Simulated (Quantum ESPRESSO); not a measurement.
Pb under changes of volume

One of the cells (29.314 Å³/atom); the others are scaled copies at fixed shape and fractional positions:

```
Pb
1.0
     3.48000    0.00000    0.00000
    -1.74000    3.01377    0.00000
     0.00000    0.00000    5.59000
Pb
2
Cartesian
  1.7400 1.0046 4.1925
  0.0000 2.0092 1.3975
```

This isn't the form of Pb at room conditions, which is fcc.

- Program: Quantum ESPRESSO 7.5
- Functional: PBEsol
- Potentials or basis: GBRV 1.5 PBEsol
- Cutoff: 612 eV
- Density cutoff: 4898 eV
- k mesh: 9 × 9 × 5
- Occupations: fermi-dirac, width 0.05 eV
- Spin: no spin polarisation

```csv
volume (Å³/atom),energy over the lowest point (meV/atom),pressure (GPa)
27.555,29.89,4.5
28.141,15.80,3.1
28.727,6.52,1.9
29.314,?,?
29.900,0.00,-0.1
30.486,1.74,-0.9
31.073,6.24,-1.6
```

Problem. What does the run at 29.314 Å³/atom give?

Solution. Energy over the lowest point 1.43 meV/atom; pressure 0.8 GPa.

Worked out: A Birch-Murnaghan fit of order 3 (a polynomial in V^(-2/3)) to the other rows has its minimum at 29.86 Å³/atom with B0 = V·E''(V) = 45 GPa and B' = 6.2 at fixed shape and positions, which overstates the stiffness. It gives 1.43 meV/atom at 29.314 Å³/atom, against the run's 1.43, and -dE/dV = 0.9 GPa, against 0.8.

Energies are extrapolated to zero smearing.
